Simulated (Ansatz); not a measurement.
# Dielectric response of KBr (001) films, part 2 of 5

Aim: the electronic and static ε of rocksalt KBr (001) from films of three thicknesses in a field.

Ansatz 0.2.0; plane-wave DFT, PBEsol, Ansatz PAW.

So far. Step 2 (Relaxing the film, 6 atoms, units 3): The gap is 4.39 eV, with the valence edge 6.00 eV and the conduction edge 1.61 eV under the upper vacuum level.

**3. The relaxed film, single point, 6 atoms, units 3**

The film was relaxed beforehand; a single point on the relaxed positions gives its levels and potential.

The input, input.yaml:

```yaml
crystal:
  lattice:
    - [4.66690476, 0.0, 0.0]
    - [0.0, 4.66690476, 0.0]
    - [0.0, 0.0, 24.6]
  atoms:
    - { symbol: K, position: [0.5, 0.5, 0.3689578133] }
    - { symbol: Br, position: [0.0, 0.0, 0.3667838026] }
    - { symbol: K, position: [0.0, 0.0, 0.4999999994] }
    - { symbol: Br, position: [0.5, 0.5, 0.5000000007] }
    - { symbol: K, position: [0.5, 0.5, 0.6310421861] }
    - { symbol: Br, position: [0.0, 0.0, 0.6332161979] }
kpoints:
  mp_grid: { grid: [6, 6, 1] }
hamiltonian:
  xc: pbesol
scf:
  occupations: { method: fixed }
  convergence: { dr2_threshold: 1.0e-09 }
efield:
  axis: 3
  dipole_correction: true
  ramp_position: 0.97
  ramp_width: 0.06
output:
  eigenvalues: true
  write_potential: true
  write_density: true
  volumetric_format: npy
```

Started as:

```console
ansatz run input.yaml --threads 4 --pin off --max-ram 12288MiB --backend cpu --events-out ev --progress --plain --runs-dir out
```

Numbers of over 12 decimals in the logs are rounded to 6 here.

Output:

```text
[...]
Crystal: 6 atoms, lattice volume = 535.788 Å³
Basis set: ecut = 420 eV, 10419 PW (Γ)
Bands: 30, of which v1, the nominal top of the filled ones, is band 24 counted from 1 (23 counted from 0)
Symmetry: 8 space group operations
k-points: 10 of 36
[...]
SCF iter   1: F=—  HF=-12767.629821 eV  |F-HF|=—  |Δ(HF+E_count)|=         —  Δρ=1.23e-3  dr2=9.52e-3  ethr=1.77e-3  p=-0.000 e·Å  D=-8.34e-9 V/Å  ΔV_dip=0.00 eV  dr2_dipole=3.15e-9  V_vac-E_F(+/−)=6.02/6.02 eV  ⟨swp⟩=6.3  Hψ=1213  notcnv=0  defer=35
[...]
SCF iter   8: F=-12767.629050 eV  HF=-12767.629050 eV  |F-HF|=3.46e-11  |Δ(HF+E_count)|=   3.31e-9  Δρ=8.06e-8  dr2=4.77e-11  ethr=2.08e-12  p=0.000 e·Å  D=4.17e-7 V/Å  ΔV_dip=-0.00 eV  dr2_dipole=2.45e-12  V_vac-E_F(+/−)=6.00/6.00 eV  ⟨swp⟩=14.1  Hψ=1604  notcnv=0
SCF 1 converged in 8 iterations: F = -12767.629050 eV  dr2 = 4.77e-11
[...]
WARN: The output density's exchange-correlation potential varies sharply where the density is thin. Do not read a vacuum level from v_tot or v_xc, or from such a field of the output density. On a cell that repeats whose density bears no net charge and no dipole along the vacuum's axis use v_es (v_loc + v_h of the components); under efield.dipole_correction with no amplitude use v_es + v_field, which holds any externa [...]
SCF converged after 8 iterations
Free energy (F): -12767.629050 eV
[...]
Internal energy: -12767.629050 eV  (E = F + TS)
E sigma→0 (E₀):  -12767.629050 eV
Fermi energy:    -3.164225 eV
Dipole field:    D = -0.000001 V/Å  (p = -0.000003 e·Å, saw-weighted, corrected)
Work function:   Φ+ = 5.9961 eV   Φ− = 5.9961 eV
[...]
--- Band table (eV; the first three rows and the last of 10) ---
  k-point 0: bands = [... 20 lower, -3.2227, -3.2227, -3.1642, -3.1642, 1.2226, 1.7745, 2.5351, 2.7010, ... 2 higher]
  k-point 1: bands = [... 20 lower, -3.3706, -3.2691, -3.2560, -3.2231, 1.6192, 2.0412, 2.7346, 3.0439, ... 2 higher]
  k-point 2: bands = [... 20 lower, -3.3975, -3.3592, -3.3387, -3.3246, 2.4743, 2.6298, 3.1620, 3.6743, ... 2 higher]
  k-point 9: bands = [... 20 lower, -3.5174, -3.5174, -3.4038, -3.2577, 2.9089, 2.9089, 3.8273, 3.9392, ... 2 higher]
```

The job ended after 5.2 s (4 threads of Arm Neoverse V1, shared host; peak memory 0.77 GiB).

Reading the cycles: dr2 is the Hartree energy of the density residual (eV), the measure of convergence; HF is the Harris–Foulkes estimate of the energy, which meets the free energy F at convergence.

This step gave:

```yaml
dipole_along_the_normal: -2.57e-6 e·Å
```

Running mean over 3.3 Å of the planar mean; the ramp of the sawtooth is left out. Table of electron's electrostatic potential energy less the highest filled level by z:

```csv
z (Å),electron's electrostatic potential energy less the highest filled level (eV)
3.5,6.00
4.0,6.00
4.5,6.00
5.0,5.99
5.5,5.98
6.0,5.93
6.5,5.73
7.0,4.81
7.5,2.96
8.0,1.41
8.5,0.913
9.0,0.821
9.5,0.806
10.0,0.755
10.5,0.665
11.0,0.683
11.5,0.782
12.0,0.818
12.5,0.820
13.0,0.796
13.5,0.701
14.0,0.659
14.5,0.734
15.0,0.802
15.5,0.816
16.0,0.879
16.5,1.24
17.0,2.58
17.5,4.49
18.0,5.63
18.5,5.91
19.0,5.98
19.5,5.99
20.0,5.99
20.5,6.00
21.0,6.00
21.5,6.00
```

The gap is 4.39 eV, with the valence edge 6.00 eV and the conduction edge 1.61 eV under the upper vacuum level.

**4. Single point, 6 atoms, units 3, field 0.1 V/Å**

A sawtooth potential applies the field, turning back in the middle of the vacuum. With the dipole correction the typed value is the field outside the slab. The induced dipole is small, so the SCF threshold is tight.

Changes to input.yaml since step 3:

```diff
@@ -18,3 +18,3 @@
   occupations: { method: fixed }
-  convergence: { dr2_threshold: 1.0e-09 }
+  convergence: { dr2_threshold: 1.0e-10 }
 efield:
@@ -24,4 +24,4 @@
   ramp_width: 0.06
+  amplitude: 0.1
 output:
-  eigenvalues: true
   write_potential: true
```

Output:

```text
[...]
Crystal: 6 atoms, lattice volume = 535.788 Å³
Basis set: ecut = 420 eV, 10419 PW (Γ)
Bands: 30, of which v1, the nominal top of the filled ones, is band 24 counted from 1 (23 counted from 0)
Symmetry: 8 space group operations
k-points: 10 of 36
[...]
SCF iter   1: F=—  HF=-12768.514233 eV  |F-HF|=—  |Δ(HF+E_count)|=         —  Δρ=1.24e-2  dr2=2.66e0  ethr=3.10e-3  p=0.115 e·Å  D=3.89e-2 V/Å  ΔV_dip=-0.96 eV  dr2_dipole=1.63e-3  V_vac-E_F(+/−)=9.54/8.25 eV  ⟨swp⟩=6.1  Hψ=1201  notcnv=0  defer=35
[...]
SCF iter  11: F=-12767.632805 eV  HF=-12767.632805 eV  |F-HF|=1.09e-11  |Δ(HF+E_count)|=  2.13e-10  Δρ=3.53e-8  dr2=4.36e-12  ethr=1.00e-12  p=0.075 e·Å  D=2.54e-2 V/Å  ΔV_dip=-0.62 eV  dr2_dipole=4.50e-15  V_vac-E_F(+/−)=6.68/5.06 eV  ⟨swp⟩=14.3  Hψ=1522  notcnv=0
SCF 1 converged in 11 iterations: F = -12767.632805 eV  dr2 = 4.36e-12
[...]
SCF converged after 11 iterations
[...]
Free energy (F): -12767.632805 eV
[...]
Internal energy: -12767.632805 eV  (E = F + TS)
E sigma→0 (E₀):  -12767.632805 eV
Fermi energy:    -3.074171 eV
Dipole field:    D = 0.025364 V/Å  (p = 0.075101 e·Å, saw-weighted, corrected)
Work function:   not extracted (applied field tilts the vacuum); planar V_es + V_field profile in the machine report
[...]
--- Band table (eV; the first three rows and the last of 10) ---
  k-point 0: bands = [... 20 lower, -3.3005, -3.2436, -3.0742, -3.0742, 1.1742, 1.7743, 2.4071, 2.6869, ... 2 higher]
  k-point 1: bands = [... 20 lower, -3.3545, -3.2933, -3.2156, -3.1266, 1.5465, 2.0585, 2.6326, 2.9891, ... 2 higher]
  k-point 2: bands = [... 20 lower, -3.4645, -3.4505, -3.2494, -3.2272, 2.3110, 2.7387, 3.1389, 3.4558, ... 2 higher]
  k-point 9: bands = [... 20 lower, -3.4765, -3.4621, -3.4621, -3.1863, 2.8985, 2.8985, 3.7689, 3.9334, ... 2 higher]
```

Run time: 5.9 s. Hardware: 4 threads; peak memory 0.75 GiB.

This step gave:

| Item | Value |
| --- | --- |
| gap on the k-mesh | 4.248 eV |
| dipole along the normal | 0.07510 e·Å |

The dipole is 0.0751 e·Å, and the gap on the mesh 4.248 eV.

**5. Atoms held, 6 atoms, units 3, field -0.1 V/Å**

Changes to input.yaml since step 4:

```diff
@@ -24,3 +24,3 @@
   ramp_width: 0.06
-  amplitude: 0.1
+  amplitude: -0.1
 output:
```

Output:

```text
[...]
Crystal: 6 atoms, lattice volume = 535.788 Å³
Basis set: ecut = 420 eV, 10419 PW (Γ)
Bands: 30, of which v1, the nominal top of the filled ones, is band 24 counted from 1 (23 counted from 0)
Symmetry: 8 space group operations
k-points: 10 of 36
[...]
k-point 0: bands = [... 20 lower, -3.3005, -3.2436, -3.0742, -3.0742, 1.1742, 1.7743, 2.4071, 2.6869, ... 2 higher]
  k-point 1: bands = [... 20 lower, -3.3545, -3.2933, -3.2156, -3.1266, 1.5465, 2.0585, 2.6326, 2.9891, ... 2 higher]
  k-point 2: bands = [... 20 lower, -3.4645, -3.4505, -3.2495, -3.2272, 2.3110, 2.7387, 3.1389, 3.4558, ... 2 higher]
  k-point 9: bands = [... 20 lower, -3.4765, -3.4621, -3.4621, -3.1863, 2.8985, 2.8985, 3.7689, 3.9334, ... 2 higher]
[key lines of the parts left out:]
SCF converged after 11 iterations
Free energy (F): -12767.632805 eV
Fermi energy:    -3.074171 eV
Dipole field:    D = -0.025364 V/Å  (p = -0.075101 e·Å, saw-weighted, corrected)
```

Run time: 5.9 s. Hardware: 4 threads; peak memory 0.75 GiB.

The dipole is -0.0751 e·Å, and the gap on the mesh 4.248 eV.

**6. Response with the atoms held, 6 atoms, units 3**

This step: plane-wave DFT, PBEsol, Ansatz PAW; response to a field along the normal, atoms held (Ansatz 0.2.0).

The two fields give this film's response with the atoms held: the electronic part.

Numbers from this step:

| Item | Value |
| --- | --- |
| equivalent conductor thickness p/(ε₀AE) | 6.239 Å |
| distance between the outer atoms | 6.554 Å |
| thickness | 9.9 Å |

Local field over the applied field, running mean. From the potentials at -0.1 and 0.1 V/Å; running mean over 3.3 Å, taken twice. The local field over applied field by z:

```csv
z (Å),local field over applied field
4.5,0.989
5.0,0.972
5.5,0.941
6.0,0.892
6.5,0.824
7.0,0.743
7.5,0.656
8.0,0.572
8.5,0.498
9.0,0.441
9.5,0.404
10.0,0.385
10.5,0.378
11.0,0.378
11.5,0.379
12.0,0.379
12.5,0.379
13.0,0.379
13.5,0.378
14.0,0.378
14.5,0.382
15.0,0.399
15.5,0.432
16.0,0.485
16.5,0.556
17.0,0.639
17.5,0.725
18.0,0.808
18.5,0.879
19.0,0.933
19.5,0.968
20.0,0.986
20.5,0.994
```

Electrons, planar mean, per unit field. The induced electron density by z:

```csv
z (Å),induced electron density (e/Å³ per V/Å)
5,2.0e-5
6,1.6e-4
7,0.00106
8,0.00322
9,1.8e-4
10,-0.00275
11,0.00146
12,9.2e-4
13,-0.00260
14,4.5e-4
15,0.00207
16,-0.00152
17,-0.00248
18,-5.2e-4
19,-7.2e-5
20,-8.2e-6
```

By hand: between -0.1 and 0.1 V/Å the dipole changes by 0.1502 e·Å, a slope of 0.7510 e·Å²/V. A perfect conductor of thickness t has p = ε₀AEt, so t = 180.95 × 0.7510 / 21.780 = 6.24 Å (e/ε₀ = 180.95 V·Å, A in Å²).

The induced dipole is that of a conductor 6.24 Å thick.

**7. Relaxing in the field, 6 atoms, field 0.05 V/Å**

This step: plane-wave DFT, PBEsol, Ansatz PAW (Ansatz 0.2.0).

Now the atoms may follow the field. A weak field makes forces of meV/Å to tens of meV/Å, so the force tolerance is set well below the usual one.

Changes to input.yaml since step 5:

```diff
@@ -24,3 +24,6 @@
   ramp_width: 0.06
-  amplitude: -0.1
+  amplitude: 0.05
+relax:
+  f_tol: 0.0006
+  max_steps: 70
 output:
```

Output:

```text
[...]
Crystal: 6 atoms, lattice volume = 535.788 Å³
Basis set: ecut = 420 eV, 10419 PW (Γ), exchange–correlation on 64×64×360 points (8 copies of the dense FFT grid, shifted against one another)
Bands: 30, of which v1, the nominal top of the filled ones, is band 24 counted from 1 (23 counted from 0)
Symmetry: 8 space group operations
k-points: 10 of 36
[...]
SCF iter   1: F=—  HF=-12768.510283 eV  |F-HF|=—  |Δ(HF+E_count)|=         —  Δρ=1.24e-2  dr2=2.66e0  ethr=3.10e-3  p=0.058 e·Å  D=1.95e-2 V/Å  ΔV_dip=-0.48 eV  dr2_dipole=4.10e-4  V_vac-E_F(+/−)=9.23/8.59 eV  ⟨swp⟩=5.3  Hψ=1189  notcnv=0  defer=39
[...]
SCF iter  11: F=-12767.629987 eV  HF=-12767.629987 eV  |F-HF|=1.82e-11  |Δ(HF+E_count)|=  2.42e-10  Δρ=3.60e-8  dr2=4.70e-12  ethr=1.00e-12  p=0.038 e·Å  D=1.27e-2 V/Å  ΔV_dip=-0.31 eV  dr2_dipole=1.89e-14  V_vac-E_F(+/−)=6.35/5.54 eV  ⟨swp⟩=7.1  Hψ=1433  notcnv=0
SCF 1 converged in 11 iterations: F = -12767.629987 eV  dr2 = 4.70e-12
[...]
relax step   1: F+E_penalty+E_count = -12767.62998722 eV  Δ(F+E_penalty+E_count) = +0.000e0 eV  max|allowed force component| = 2.158e-2 eV/Å  Δτ_max = 0.0000 Å  (11 SCF iters, accepted)
[...]
SCF iter   7: F=-12767.630370 eV  HF=-12767.630370 eV  |F-HF|=1.51e-10  |Δ(HF+E_count)|=   1.07e-9  Δρ=1.35e-7  dr2=7.89e-11  ethr=1.00e-12  p=0.051 e·Å  D=1.71e-2 V/Å  ΔV_dip=-0.42 eV  dr2_dipole=1.36e-14  V_vac-E_F(+/−)=6.31/5.61 eV  ⟨swp⟩=7.0  Hψ=1575  notcnv=0
SCF 2 converged in 7 iterations: F = -12767.630370 eV  dr2 = 7.89e-11
relax step   2: F+E_penalty+E_count = -12767.63037015 eV  Δ(F+E_penalty+E_count) = -3.829e-4 eV  max|allowed force component| = 8.527e-3 eV/Å  Δτ_max = 0.0082 Å  (7 SCF iters, accepted)
SCF iter   1: F=—  HF=-12767.630303 eV  |F-HF|=—  |Δ(HF+E_count)|=         —  Δρ=1.87e-5  dr2=2.06e-5  ethr=2.14e-7  p=0.051 e·Å  D=1.71e-2 V/Å  ΔV_dip=-0.42 eV  dr2_dipole=1.07e-5  V_vac-E_F(+/−)=6.31/5.61 eV  ⟨swp⟩=3.0  Hψ=619  notcnv=0  defer=40
[...]
SCF iter   6: F=-12767.630391 eV  HF=-12767.630391 eV  |F-HF|=6.18e-11  |Δ(HF+E_count)|=  3.82e-11  Δρ=1.34e-7  dr2=7.88e-11  ethr=1.00e-12  p=0.054 e·Å  D=1.81e-2 V/Å  ΔV_dip=-0.45 eV  dr2_dipole=1.69e-12  V_vac-E_F(+/−)=6.31/5.63 eV  ⟨swp⟩=6.2  Hψ=1528  notcnv=0
SCF 3 converged in 6 iterations: F = -12767.630391 eV  dr2 = 7.88e-11
relax step   3: F+E_penalty+E_count = -12767.63039121 eV  Δ(F+E_penalty+E_count) = -2.105e-5 eV  max|allowed force component| = 6.541e-4 eV/Å  Δτ_max = 0.0024 Å  (6 SCF iters, accepted)
SCF iter   1: F=—  HF=-12767.630391 eV  |F-HF|=—  |Δ(HF+E_count)|=         —  Δρ=2.40e-6  dr2=1.51e-7  ethr=4.11e-9  p=0.054 e·Å  D=1.81e-2 V/Å  ΔV_dip=-0.45 eV  dr2_dipole=2.01e-11  V_vac-E_F(+/−)=6.31/5.63 eV  ⟨swp⟩=2.3  Hψ=556  notcnv=0  defer=24
[...]
SCF iter   4: F=-12767.630391 eV  HF=-12767.630391 eV  |F-HF|=1.82e-11  |Δ(HF+E_count)|=  1.87e-10  Δρ=9.58e-8  dr2=3.10e-11  ethr=1.00e-12  p=0.054 e·Å  D=1.81e-2 V/Å  ΔV_dip=-0.45 eV  dr2_dipole=1.09e-13  V_vac-E_F(+/−)=6.31/5.63 eV  ⟨swp⟩=4.9  Hψ=1663  notcnv=0
SCF 4 converged in 4 iterations: F = -12767.630391 eV  dr2 = 3.10e-11
relax step   4: F+E_penalty+E_count = -12767.63039137 eV  Δ(F+E_penalty+E_count) = -1.583e-7 eV  max|allowed force component| = 1.486e-4 eV/Å  Δτ_max = 0.0002 Å  (4 SCF iters, accepted)
NSCF: frozen V_eff on 10 k-points
[...]
SCF converged after 4 iterations
[...]
Free energy (F): -12767.630391 eV
[...]
Internal energy: -12767.630391 eV  (E = F + TS)
E sigma→0 (E₀):  -12767.630391 eV
Fermi energy:    -3.155946 eV
Dipole field:    D = 0.018144 V/Å  (p = 0.053724 e·Å, saw-weighted, corrected)
Work function:   not extracted (applied field tilts the vacuum); planar V_es + V_field profile in the machine report
[...]
--- Forces (eV/Å), atoms counted from 1 ---
  atom   1  K     -0.00000000     0.00000000    -0.00009914
  atom   2  Br     0.00000000     0.00000000    -0.00007922
  atom   3  K     -0.00000000     0.00000000     0.00011121
  atom   4  Br     0.00000000     0.00000000     0.00014859
  atom   5  K     -0.00000000     0.00000000    -0.00006940
  atom   6  Br     0.00000000     0.00000000    -0.00001239
  max |Σ_I F_I| component: 3.33e-7 eV/Å
--- Band table (eV; the first three rows and the last of 10) ---
  k-point 0: bands = [... 20 lower, -3.2308, -3.2308, -3.1559, -3.1559, 1.2190, 1.7732, 2.5177, 2.7004, ... 2 higher]
  k-point 1: bands = [... 20 lower, -3.3653, -3.2790, -3.2538, -3.2131, 1.6133, 2.0413, 2.7213, 3.0364, ... 2 higher]
  k-point 2: bands = [... 20 lower, -3.4030, -3.3753, -3.3225, -3.3186, 2.4541, 2.6441, 3.1586, 3.6156, ... 2 higher]
  k-point 9: bands = [... 20 lower, -3.5142, -3.5142, -3.4082, -3.2535, 2.9084, 2.9084, 3.8230, 3.9394, ... 2 higher]
--- Relaxed structure (4 steps of the walk, 4 accepted, 0 SCFs on fresh bases) ---
  F+E_penalty+E_count = -12767.63039137 eV   max|allowed force component| = 1.486e-4 eV/Å
  atoms:
    - { symbol: K, position: [0.5, 0.5, 0.369299] }
    - { symbol: Br, position: [0, 0.0, 0.366404] }
    - { symbol: K, position: [0, 0.0, 0.500070] }
    - { symbol: Br, position: [0.5, 0.5, 0.499982] }
    - { symbol: K, position: [0.5, 0.5, 0.631396] }
    - { symbol: Br, position: [0, 0.0, 0.632849] }
```

Run time: 13 s. Hardware: 4 threads; peak memory 0.75 GiB; 50 s of CPU time.

Relaxation path:

| step | energy less that of the first step (eV) | largest force component (eV/Å) |
| --- | --- | --- |
| 1 | 0.0000 | 0.0216 |
| 2 | -0.0004 | 0.0085 |
| 3 | -0.0004 | 0.0007 |
| 4 | -0.0004 | 0.0001 |

The run keeps the 8 symmetry operations that it works with, so distortions that break them were not tested.

Final coordinates:

```xyz
6
Lattice="4.6669 0.0000 0.0000 0.0000 4.6669 0.0000 0.0000 0.0000 24.6000" Properties=species:S:1:pos:R:3
K     2.3335    2.3335    9.0848
Br    0.0000    0.0000    9.0135
K     0.0000    0.0000   12.3017
Br    2.3335    2.3335   12.2995
K     2.3335    2.3335   15.5323
Br    0.0000    0.0000   15.5681
```

Numbers from this step:

* gap on the k-mesh: 4.375 eV
* dipole along the normal: 0.05372 e·Å

The relaxation took 4 steps and lowered the energy by 4.0e-4 eV; the largest force on the free atoms ends at 1.5e-4 eV/Å.

The dipole is 0.0537 e·Å, and the gap on the mesh 4.375 eV.

**8. Field on, atoms free, 6 atoms, field -0.05 V/Å**

The opposite sign, again from the field-free geometry; the difference of the two cancels what relaxes without a field.

Changes to input.yaml since step 7:

```diff
@@ -24,3 +24,3 @@
   ramp_width: 0.06
-  amplitude: 0.05
+  amplitude: -0.05
 relax:
```

Output:

```text
[...]
Crystal: 6 atoms, lattice volume = 535.788 Å³
Basis set: ecut = 420 eV, 10419 PW (Γ), exchange–correlation on 64×64×360 points (8 copies of the dense FFT grid, shifted against one another)
Bands: 30, of which v1, the nominal top of the filled ones, is band 24 counted from 1 (23 counted from 0)
Symmetry: 8 space group operations
k-points: 10 of 36
[...]
--- Relaxed structure (4 steps of the walk, 4 accepted, 0 SCFs on fresh bases) ---
  F+E_penalty+E_count = -12767.63039137 eV   max|allowed force component| = 1.487e-4 eV/Å
  atoms:
    - { symbol: K, position: [0.5, 0.5, 0.368604] }
    - { symbol: Br, position: [0, 0.0, 0.367151] }
    - { symbol: K, position: [0, 0.0, 0.499930] }
    - { symbol: Br, position: [0.5, 0.5, 0.500018] }
    - { symbol: K, position: [0.5, 0.5, 0.630701] }
    - { symbol: Br, position: [0, 0.0, 0.633596] }
[key lines of the parts left out:]
SCF converged after 4 iterations
Free energy (F): -12767.630391 eV
Fermi energy:    -3.155946 eV
Dipole field:    D = -0.018144 V/Å  (p = -0.053725 e·Å, saw-weighted, corrected)
```

The job ended after 13 s (4 threads; peak memory 0.74 GiB; 50 s of CPU time).

Step by step:

| step | energy less that of the first step (eV) | largest force component (eV/Å) |
| --- | --- | --- |
| 1 | 0.0000 | 0.0216 |
| 2 | -0.0004 | 0.0085 |
| 3 | -0.0004 | 0.0007 |
| 4 | -0.0004 | 0.0001 |

The run keeps the 8 symmetry operations that it works with, so distortions that break them were not tested.

Final coordinates:

```cif
data_structure
_symmetry_space_group_name_H-M 'P 1'
_symmetry_Int_Tables_number 1
_cell_length_a 4.6669
_cell_length_b 4.6669
_cell_length_c 24.6000
_cell_angle_alpha 90.000
_cell_angle_beta 90.000
_cell_angle_gamma 90.000
_cell_volume 535.79
loop_
_atom_site_label
_atom_site_type_symbol
_atom_site_fract_x
_atom_site_fract_y
_atom_site_fract_z
_atom_site_occupancy
K1 K 0.50000 0.50000 0.36860 1
Br2 Br 0.00000 0.00000 0.36715 1
K3 K 0.00000 0.00000 0.49993 1
Br4 Br 0.50000 0.50000 0.50002 1
K5 K 0.50000 0.50000 0.63070 1
Br6 Br 0.00000 0.00000 0.63360 1
```

The relaxation took 4 steps and lowered the energy by 4.0e-4 eV; the largest force on the free atoms ends at 1.5e-4 eV/Å.

The dipole is -0.0537 e·Å, and the gap on the mesh 4.375 eV.

**9. Response with the atoms relaxed, 6 atoms, units 3**

This step: plane-wave DFT, PBEsol, Ansatz PAW; response to a field along the normal, atoms relaxed (Ansatz 0.2.0).

The two relaxed runs give the static response.

This step gave:

```yaml
equivalent_conductor_thickness_p_eps_0ae: 8.927 Å
distance_between_the_outer_atoms: 6.555 Å
```

Local field over the applied field, running mean. From the potentials at -0.05 and 0.05 V/Å; running mean over 3.3 Å, taken twice. Table of local field over applied field by z:

```
z (Å)  local field over applied field
  4.5                           0.980
  5.0                           0.937
  5.5                           0.854
  6.0                           0.784
  6.5                           0.715
  7.0                           0.593
  7.5                           0.456
  8.0                           0.337
  8.5                           0.295
  9.0                           0.263
  9.5                           0.174
 10.0                           0.118
 10.5                           0.144
 11.0                           0.185
 11.5                           0.199
 12.0                           0.136
 12.5                           0.128
 13.0                           0.190
 13.5                           0.192
 14.0                           0.153
 14.5                           0.120
 15.0                           0.154
 15.5                           0.249
 16.0                           0.293
 16.5                           0.320
 17.0                           0.430
 17.5                           0.566
 18.0                           0.694
 18.5                           0.772
 19.0                           0.839
 19.5                           0.921
 20.0                           0.975
 20.5                           0.992
```

The induced dipole is that of a conductor 8.93 Å thick.

(Part 2 of 5 ends here.)

[Logs are printed without paths, hosts, clocks, repeated set-up lines and the standing remarks that a program may print on its own settings, such as how far it seeks lower states.]

[Hosts, paths, dates, database ids (printed as entryN), source tags and the programs' standing remarks are cut or masked in the printed files.]

[Maps of the electrostatic potential energy from Ansatz leave out the sawtooth potential of an applied field or a dipole correction, so their vacuum need not be flat; planar profiles and work functions include it.]
